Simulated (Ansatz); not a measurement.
# LiNbO3: the cost of one run

Computed with Ansatz 0.2.0 (DFT, PBEsol, plane-wave PAW, default files, scalar-relativistic, frozen cores).

### Step 1. The starting structure

The structure is trigonal, space group R3c (No. 161). The conventional cell has a = 5.150 Å, b = 5.150 Å, c = 13.865 Å, α = 90.00°, β = 90.00°, γ = 120.00°. Li (site symmetry 3) has 6 O at 2.06 to 2.26 Å as nearest neighbours. Nb (site symmetry 3) has 6 O at 1.84 to 2.18 Å as nearest neighbours. Around O (site symmetry 1) lie 2 Nb at 1.84 to 2.18 Å and 2 Li at 2.06 to 2.26 Å.

Coordinates:

```
Li Nb O
1.0
     2.57510    1.48673    4.62177
    -2.57510    1.48673    4.62177
     0.00000   -2.97347    4.62177
Li Nb O
2 2 6
Direct
  0.27500 0.27500 0.27500
  0.77500 0.77500 0.77500
  0.00000 0.00000 0.00000
  0.50000 0.50000 0.50000
  0.10620 0.35330 0.71480
  0.71480 0.10620 0.35330
  0.35330 0.71480 0.10620
  0.21480 0.85330 0.60620
  0.85330 0.60620 0.21480
  0.60620 0.21480 0.85330
```

The earlier run gave: gap on the mesh 3.93 eV, largest force 1.178 eV/Å, pressure 7.4 GPa.

Site by site (atoms counted from 1):

```tsv
site	atoms	first shell	V_zz (10²¹ V/m²)	η	C_Q (MHz)
Li	1, 2	6 O at 2.06–2.26 Å	0.060	0.00	-0.058 (⁷Li)
Nb	3, 4	6 O at 1.84–2.18 Å	5.98	0.00	-46.2 (⁹³Nb)
O	5, 6, 7, 8, …	2 Nb at 1.84–2.18 Å, 2 Li at 2.06–2.26 Å; also 1 Li at 3.29 Å	2.07	0.95	-1.28 (¹⁷O)
```

V_zz is the principal component of the electric field gradient with the largest magnitude, η = (V_xx − V_yy)/V_zz and C_Q = eQV_zz/h. Quadrupole moments are those of Pyykkö's year-2017 table.

### Step 2. Functional PBEsol at the relaxed positions

input.yaml reads:

```yaml
crystal:
  lattice:
    - [2.5750991265, 1.4867341739, 4.62177]
    - [-2.5750991265, 1.4867341739, 4.62177]
    - [0.0, -2.9734683477, 4.62177]
  atoms:
    - { symbol: Li, position: [0.2776610929, 0.2776610929, 0.2776610929] }
    - { symbol: Li, position: [0.7776610929, 0.7776610929, 0.7776610929] }
    - { symbol: Nb, position: [-0.0043678068, -0.0043678068, -0.0043678068] }
    - { symbol: Nb, position: [0.4956321932, 0.4956321932, 0.4956321932] }
    - { symbol: O, position: [0.1025704477, 0.3585432968, 0.7148929694] }
    - { symbol: O, position: [0.7148929694, 0.1025704477, 0.3585432968] }
    - { symbol: O, position: [0.3585432968, 0.7148929694, 0.1025704477] }
    - { symbol: O, position: [0.2148929694, 0.8585432968, 0.6025704477] }
    - { symbol: O, position: [0.8585432968, 0.6025704477, 0.2148929694] }
    - { symbol: O, position: [0.6025704477, 0.2148929694, 0.8585432968] }
kpoints:
  mp_grid: { grid: [7, 7, 7] }
scf:
  occupations: { method: fermi_dirac, width: 0.02 }
hamiltonian:
  xc: pbesol
  pseudopotentials: { kind: paw, frozen_core: stored }
output:
  forces: true
  stress: true
  populations: true
  efg: { quadrupole_moments_barn: { Li: -0.0401, Nb: -0.32, O: -0.02558 } }
```

Started as:

```bash
> ansatz run input.yaml --threads 4 --pin off --max-ram 8192MiB --backend cpu --events-out ev --progress --plain --runs-dir out
```

What time and memory should one allow on 4 threads of Intel Xeon 6975P-C (Granite Rapids), shared host?

About 3.7 s, with a peak of 0.53 GiB.
